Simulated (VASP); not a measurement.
# SrO (Fm-3m) in VASP: Born charges and dielectric tensor with LDA

Aim: the Born charges and dielectric tensor of SrO with LDA.

Everything below comes from runs of VASP 6.6.1. Logs are shortened: lines on timing, memory, paths and dates and some standing lists are left out, and cuts for length are marked.

**1. The structure**

It takes space group Fm-3m (No. 225, cubic). Conventional cell: a = 5.075 Å, b = 5.075 Å, c = 5.075 Å, α = 90.00°, β = 90.00°, γ = 90.00°. Sr (site symmetry m-3m) is surrounded by 6 O at 2.54 Å. Around O (site symmetry m-3m) lie 6 Sr at 2.54 Å.

**2. Born charges and dielectric tensor, LDA**

Contents of INCAR:

```
PREC     = Accurate       # precision mode
ENCUT    = 600            # plane-wave cutoff, eV
EDIFF    = 1E-8           # SCF threshold, eV
ISMEAR   = 0              # smearing method
SIGMA    = 0.02           # smearing width, eV
LREAL    = F              # projectors in reciprocal space
LASPH    = T              # aspherical terms in the spheres
NELM     = 80             # most SCF steps
ALGO     = Normal         # electronic algorithm
ISIF     = 2              # what is computed and relaxed
LWAVE    = F              # write WAVECAR
LCHARG   = F              # write CHGCAR
LEPSILON = T              # dielectric tensor by DFPT
IBRION   = 8              # ionic algorithm
NSW      = 1              # ionic steps
```

Contents of KPOINTS:

```
regular mesh
0
Gamma
  10 10 10
```

Contents of POSCAR:

```
SrO
1.0
    0.0000000000      2.5377300000      2.5377300000
    2.5377300000      0.0000000000      2.5377300000
    2.5377300000      2.5377300000      0.0000000000
Sr O
1 1
Direct
    0.0000000000      0.0000000000      0.0000000000
    0.5000000000      0.5000000000      0.5000000000
```

Potentials or basis: VASP PAW LDA potentials, release 64 (Sr_sv, O).

Command:

```sh
> cat potpaw_LDA.64/Sr_sv/POTCAR potpaw_LDA.64/O/POTCAR > POTCAR
> mpirun -np 1 vasp_std > vasp.out
```

OUTCAR:

```text
PREC = Accurate
   ENCUT = 600
   EDIFF = 1E-8
   ISMEAR = 0
   LREAL = F
   LASPH = T
   NELM = 80
   ISIF = 2
   LEPSILON = T
   IBRION = 8
   NSW = 1

 ion  position               nearest neighbor table
   1  0.000  0.000  0.000-   2 2.54   2 2.54   2 2.54   2 2.54   2 2.54   2 2.54
   2  0.500  0.500  0.500-   1 2.54   1 2.54   1 2.54   1 2.54   1 2.54   1 2.54

  LATTYP: Found a face centered cubic cell.
 ALAT       =     5.0754600000

  Lattice vectors:

 A1 = (   0.0000000000,   2.5377300000,   2.5377300000)
 A2 = (   2.5377300000,   0.0000000000,   2.5377300000)
 A3 = (   2.5377300000,   2.5377300000,   0.0000000000)

Analysis of symmetry for initial positions (statically):
=====================================================================
 Subroutine PRICEL returns:
 Original cell was already a primitive cell.

 Routine SETGRP: Setting up the symmetry group for a
 face centered cubic supercell.

 Subroutine GETGRP returns: Found 48 space group operations
 (whereof 48 operations were pure point group operations)
 out of a pool of 48 trial point group operations.

The static configuration has the point symmetry O_h .

Analysis of symmetry for dynamics (positions and initial velocities):
=====================================================================
 Subroutine PRICEL returns:
 Original cell was already a primitive cell.

 Routine SETGRP: Setting up the symmetry group for a
 face centered cubic supercell.

 Subroutine GETGRP returns: Found 48 space group operations
 (whereof 48 operations were pure point group operations)
 out of a pool of 48 trial point group operations.

The dynamic configuration has the point symmetry O_h .

 Subroutine INISYM returns: Found 48 space group operations
 (whereof 48 operations are pure point group operations),
 and found     1 'primitive' translations

----------------------------------------------------------------------------------------

                                     Primitive cell

  volume of cell :      32.6863

  direct lattice vectors                    reciprocal lattice vectors
     0.000000000  2.537730000  2.537730000    -0.197026476  0.197026476  0.197026476
     2.537730000  0.000000000  2.537730000     0.197026476 -0.197026476  0.197026476
     2.537730000  2.537730000  0.000000000     0.197026476  0.197026476 -0.197026476

  length of vectors
     3.588892184  3.588892184  3.588892184     0.341259868  0.341259868  0.341259868

  position of ions in fractional coordinates (direct lattice)
     0.000000000  0.000000000  0.000000000
     0.500000000  0.500000000  0.500000000

  ion indices of the primitive-cell ions
   primitive index   ion index
                 1           1
                 2           2

----------------------------------------------------------------------------------------

 KPOINTS: regular mesh

Automatic generation of k-mesh.
 Grid dimensions read from file:
 generate k-points for:   10   10   10

 Generating k-lattice:

[... 511 lines left out ...]
  ---------------------------------------------------
  ---------------------------------------------------
  free energy    TOTEN  =        -0.27908835 eV

  energy without entropy =       -0.27908835

------------------------ aborting loop because EDIFF is reached ----------------------------------------

--------------------------------------- Ionic step        2  -------------------------------------------

------------------------ aborting loop because EDIFF is reached ----------------------------------------

--------------------------------------- Ionic step        3  -------------------------------------------

------------------------ aborting loop because EDIFF is reached ----------------------------------------

 PIEZOELECTRIC TENSOR FIELD DIRECTION 3  (e Angst)
 -----------------------------------------------------------------------------
    -0.00004  0.00000  0.00000           ( -0.00001  0.00000  0.00000)
     0.00000 -0.00004  0.00000           (  0.00000 -0.00001  0.00000)
     0.00000  0.00000 -0.00048           (  0.00000  0.00000 -0.00001)

 PIEZOELECTRIC TENSOR FIELD DIRECTION 3  (C/m^2)
 -----------------------------------------------------------------------------
    -0.00002  0.00000  0.00000
     0.00000 -0.00002  0.00000
     0.00000  0.00000 -0.00024

--------------------------------------- Ionic step        4  -------------------------------------------

------------------------ aborting loop because EDIFF is reached ----------------------------------------

[... ionic steps 5 to 6 ...]

--------------------------------------- Ionic step        7  -------------------------------------------

 Free energy of the ion-electron system (eV)
  ---------------------------------------------------
  ---------------------------------------------------
  free energy    TOTEN  =        -0.35909540 eV

  energy without entropy =       -0.35909540

------------------------ aborting loop because EDIFF is reached ----------------------------------------

 INTERNAL STRAIN TENSOR  FOR ION    2  DIRECTION 1   (eV/Angst):
 -----------------------------------------------------------------------------
     0.00193  0.00000 -0.00000
     0.00000 -0.00417  0.00000
    -0.00000  0.00000 -0.00417

 MACROSCOPIC STATIC DIELECTRIC TENSOR (including local field effects in DFT)
 ------------------------------------------------------
           3.898106    -0.000000     0.000000
           0.000000     3.898106     0.000000
          -0.000000    -0.000000     3.898106
 ------------------------------------------------------

 PIEZOELECTRIC TENSOR (including local field effects)  for field in x, y, z        (e  Angst)
          XX          YY          ZZ          XY          YZ          ZX
  --------------------------------------------------------------------------------
  x     0.00000     0.00000     0.00000     0.00000     0.00000     0.00000
  y     0.00000     0.00000     0.00000     0.00000     0.00000     0.00000
  z     0.00000     0.00000     0.00000     0.00000     0.00000     0.00000

 PIEZOELECTRIC TENSOR (including local field effects)  for field in x, y, z        (C/m^2)
          XX          YY          ZZ          XY          YZ          ZX
  --------------------------------------------------------------------------------
  x     0.00000     0.00000     0.00000     0.00000     0.00000     0.00000
  y     0.00000     0.00000     0.00000     0.00000     0.00000     0.00000
  z     0.00000     0.00000     0.00000     0.00000     0.00000     0.00000

 BORN EFFECTIVE CHARGES (including local field effects) (in |e|, cummulative output)
 ---------------------------------------------------------------------------------
 ion    1
    1     2.47659    -0.00000    -0.00000
    2    -0.00000     2.47659     0.00000
    3     0.00000     0.00000     2.47659
 ion    2
    1    -2.47659     0.00000     0.00000
    2     0.00000    -2.47659     0.00000
    3    -0.00000    -0.00000    -2.47659

 INTERNAL STRAIN TENSOR FOR ION    2 for displacements in x,y,z  (eV/Angst):
          X           Y           Z          XY          YZ          ZX
  --------------------------------------------------------------------------------
  x     0.00000     0.00000     0.00000     0.00000     0.00000     0.00000
  y     0.00000     0.00000     0.00000     0.00000     0.00000     0.00000
  z     0.00000     0.00000     0.00000     0.00000     0.00000     0.00000

 SECOND DERIVATIVES (NOT SYMMETRIZED)
 ------------------------------------
               1X          1Y          1Z          2X          2Y          2Z
  1X    -2.408572    0.000000    0.000000    2.408572    0.000000    0.000000
  1Y     0.000000   -2.408572    0.000000    0.000000    2.408572    0.000000
  1Z     0.000000    0.000000   -2.408572    0.000000    0.000000    2.408572
  2X     2.406304    0.000000    0.000000   -2.406304    0.000000    0.000000
  2Y     0.000000    2.406304    0.000000    0.000000   -2.406304    0.000000
  2Z     0.000000    0.000000    2.406304    0.000000    0.000000   -2.406304

 Eigenvectors and eigenvalues of the dynamical matrix
 ----------------------------------------------------

   1 f  =    6.593526 THz    41.428346 2PiTHz  219.936357 cm-1    27.268621 meV
             X         Y         Z           dx          dy          dz
      0.000000  0.000000  0.000000    -0.393107    0.000000    0.000000
      2.537730  2.537730  2.537730     0.919493    0.000000    0.000000
[... 21 lines left out ...]
   6 f/i=    0.001123 THz     0.007056 2PiTHz    0.037457 cm-1     0.004644 meV
             X         Y         Z           dx          dy          dz
      0.000000  0.000000  0.000000    -0.919493    0.000000    0.000000
      2.537730  2.537730  2.537730    -0.393107    0.000000    0.000000

--------------------------------------------------------------------------------------------------------

 MACROSCOPIC STATIC DIELECTRIC TENSOR IONIC CONTRIBUTION
 ------------------------------------------------------
          14.104358    -0.000000    -0.000000
          -0.000000    14.104358     0.000000
          -0.000000     0.000000    14.104358
 ------------------------------------------------------

 ELASTIC MODULI CONTR FROM IONIC RELAXATION (kBar)
 Direction    XX          YY          ZZ          XY          YZ          ZX
 --------------------------------------------------------------------------------
 XX           0.0000      0.0000      0.0000      0.0000      0.0000      0.0000
 YY           0.0000      0.0000      0.0000      0.0000      0.0000      0.0000
 ZZ           0.0000      0.0000      0.0000      0.0000      0.0000      0.0000
 XY           0.0000      0.0000      0.0000      0.0000      0.0000      0.0000
 YZ           0.0000      0.0000      0.0000      0.0000      0.0000      0.0000
 ZX           0.0000      0.0000      0.0000      0.0000      0.0000      0.0000
 --------------------------------------------------------------------------------

 PIEZOELECTRIC TENSOR IONIC CONTR  for field in x, y, z        (C/m^2)
          XX          YY          ZZ          XY          YZ          ZX
  --------------------------------------------------------------------------------
  x     0.00000     0.00000     0.00000     0.00000     0.00000     0.00000
  y     0.00000     0.00000     0.00000     0.00000     0.00000     0.00000
  z     0.00000     0.00000     0.00000     0.00000     0.00000     0.00000
```

Wall time 9.1 min (1 thread of Intel Xeon 6975P-C (Granite Rapids), shared host); peak memory 0.27 GiB.

What came out:

- Band gap on the k mesh: 3.07 eV, indirect (least direct gap 3.12 eV)
- Electronic dielectric tensor (diagonal): 3.90
- Born charges (mean of the diagonal): Sr +2.48; O -2.48 e
- Highest phonon frequency at Γ, LO-TO splitting left out: 220 cm⁻¹

Levels at points of the mesh, in eV from the valence-band top:
```tsv
k point	band 6	band 7	band 8	band 9	band 10	band 11
(0.00, 0.00, 0.00)	0.00	0.00	0.00	4.08	6.19	6.19
(0.50, 0.00, 0.00)	-2.32	-1.24	-1.24	6.61	8.58	9.03
(0.50, 0.50, 0.00)	-0.35	-0.05	-0.05	3.07	8.06	10.45
```

Phonon frequencies in cm⁻¹ (negative: imaginary):
| q point | frequencies |
| --- | --- |
| (0.000, 0.000, 0.000) | 0 0 0 220 220 220 |

Electronic dielectric tensor:
```
3.90 0.00 0.00
0.00 3.90 0.00
0.00 0.00 3.90
```

Born effective charge tensors (e):
atom 1, Sr
```
2.48 0.00 0.00
0.00 2.48 0.00
0.00 0.00 2.48
```
atom 2, O
```
-2.48  0.00  0.00
 0.00 -2.48  0.00
 0.00  0.00 -2.48
```

A k mesh can miss the band edges.
